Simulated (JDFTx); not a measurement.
## CuAu: single point with PBE

The system is CuAu.

```xyz
2
Lattice="2.8107 0.0000 0.0000 0.0000 2.8107 0.0000 0.0000 0.0000 3.6850" Properties=species:S:1:pos:R:3 pbc="T T T"
Au    0.0000    0.0000    0.0000
Cu    1.4054    1.4054    1.8425
```

| Property | Result |
| --- | --- |
| Program | JDFTx 1.7.0 (patched build) |
| Task | single point |
| Functional | PBE |
| Potentials or basis | PseudoDojo-SR-PBE-0.5-standard with smoothed tails |
| Cutoff | 1252 eV |
| Density cutoff | 10014 eV |
| k mesh | 9 × 9 × 7 |
| Occupations | fermi-dirac, width 0.05 eV |
| Spin | no spin polarisation |

| Item | Value |
| --- | --- |
| Pressure | 4.2 GPa |
| Band gap on the k mesh | none (metal or under the smearing width) |

Stress tensor (GPa, compression positive):
```
4.43 0.00 0.00
0.00 4.43 0.00
0.00 0.00 3.78
```

Levels at points of the mesh, in eV from the Fermi level:
```
           k point  band 16  band 17  band 18  band 19  band 20  band 21  band 22  band 23
(0.00, 0.00, 0.00)    -2.07    -1.62    -1.40    -1.40     2.09     8.03    10.02    10.02
```

Wall time 3.1 min on 1 thread of AMD EPYC 7R43 64-Core Processor (Zen 3), with other jobs on the host, peak memory 0.22 GiB.

Spin-orbit coupling is left out, which matters for the levels of Au.
